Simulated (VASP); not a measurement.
**VASP 6.6.1 run: MgI₂**

INCAR

```
LASPH = .TRUE.
ISMEAR = -1
LWAVE = .FALSE.
EDIFF = 1E-7
GGA = PE
NSW = 0
NBANDS = 15
IBRION = -1
LCHARG = .FALSE.
PREC = Medium
SIGMA = 0.02
ISIF = 2
NELM = 120
LREAL = .FALSE.
ENCUT = 520
```

KPOINTS

```
KPOINTS created by Atomic Simulation Environment
0
Gamma
6 6 6
0 0 0
```

POSCAR

```
Mg I
 1.0000000000000000
     0.0000000000000000    3.7557205858999998    3.7181633801000000
     3.7557205858999998    0.0000000000000000    3.7181633801000000
     3.7557205858999998    3.7557205858999998    0.0000000000000000
 Mg  I
   1   2
Cartesian
  0.0000000000000000  0.0000000000000000  0.0000000000000000
  1.8778602929499997  1.8778602929499997  1.8590816900500000
  5.6335808788499984  5.6335808788499984  5.5772450701500000
```

The recommended PBE PAW datasets give the neutral cell 16 valence electrons.

Command

```
mpirun -np 1 vasp_std
```

Problem. Predict the outcome of this run.

Solution. It converged. Results: gap between bands v and c on the k mesh 0.54 eV; least direct gap on the k mesh 0.94 eV; pressure 0.5 GPa. Band v is the last that the valence electrons fill when counted band by band, and c is the next.

OSZICAR

```
N       E                     dE             d eps       ncg     rms          rms(c)
DAV:   1     0.735901660069E+02    0.73590E+02   -0.57451E+03   908   0.834E+02
DAV:   2    -0.645304998272E+00   -0.74235E+02   -0.66171E+02  1196   0.132E+02
DAV:   3    -0.673399062409E+01   -0.60887E+01   -0.60542E+01  1145   0.423E+01
DAV:   4    -0.685469947048E+01   -0.12071E+00   -0.12070E+00  1237   0.697E+00
DAV:   5    -0.685559677398E+01   -0.89730E-03   -0.89729E-03  1209   0.539E-01    0.461E+00
DAV:   6    -0.648974267275E+01    0.36585E+00   -0.24322E-01   984   0.242E+00    0.293E+00
DAV:   7    -0.640061461174E+01    0.89128E-01   -0.19024E-01  1019   0.214E+00    0.105E+00
DAV:   8    -0.639854388626E+01    0.20707E-02   -0.20883E-02  1026   0.742E-01    0.110E-01
DAV:   9    -0.639806262997E+01    0.48126E-03   -0.16611E-03  1180   0.241E-01    0.405E-02
DAV:  10    -0.639805602891E+01    0.66011E-05   -0.10838E-04  1096   0.598E-02    0.285E-02
DAV:  11    -0.639807390185E+01   -0.17873E-04   -0.21851E-05  1033   0.297E-02    0.962E-03
DAV:  12    -0.639807302787E+01    0.87398E-06   -0.21402E-06  1124   0.897E-03    0.378E-03
DAV:  13    -0.639807327793E+01   -0.25006E-06   -0.60242E-07  1005   0.455E-03    0.185E-03
DAV:  14    -0.639807328387E+01   -0.59367E-08   -0.20708E-08   919   0.909E-04
   1 F= -.63980733E+01 E0= -.63980733E+01  d E =-.706998E-08
```

For comparison, a separate PBE run of the intended cell, on usual settings and not on those above, gives a gap of 0.54 eV on its mesh and a pressure of 0.5 GPa.
